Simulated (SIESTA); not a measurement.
## PbSe under changes of volume

One of the cells (27.098 Å³/atom); the others are scaled copies at fixed shape and fractional positions:

```
CELL_PARAMETERS angstrom
3.78432 0.00000 0.00000
0.00000 3.78432 0.00000
0.00000 0.00000 3.78432
ATOMIC_POSITIONS crystal
Pb 0.00000 0.00000 0.00000
Se 0.50000 0.50000 0.50000
```

Measurements of this composition are mostly on another form, of space group No. 225.

```yaml
Program: SIESTA 5.4.2
Functional: LDA
Potentials_or_basis: PseudoDojo 0.4 standard (LDA files)
Basis: DZP (energy shift 0.003 Ry; two zetas on semicore shells)
Grid_cutoff: 500 Ry
Energy_shift: 0.003 Ry
k_mesh: 7 × 7 × 7
Occupations: fermi-dirac, width 0.05 eV
Spin: no spin polarisation
```

```csv
volume (Å³/atom),energy over the lowest point (meV/atom),pressure (GPa)
25.472,0.00,-0.5
26.014,4.13,-1.8
26.556,12.56,-3.1
27.098,24.80,-4.1
27.640,40.26,-5.0
28.182,58.74,-5.9
28.724,?,?
```

Task: What does the run at 28.724 Å³/atom give?

Result: Energy over the lowest point 79.74 meV/atom; pressure -6.5 GPa.

Worked out: A Birch-Murnaghan fit of order 3 (a polynomial in V^(-2/3)) to the other rows has its minimum at 25.27 Å³/atom, just outside them, with B0 = V·E''(V) = 70 GPa and B' = 4.9. It gives 79.74 meV/atom at 28.724 Å³/atom, against the run's 79.74, and -dE/dV = -6.6 GPa, against -6.5.

Energies are extrapolated to zero smearing.

Caveats: the basis of atomic orbitals isn't converged, which shifts pressures, moduli and gaps.
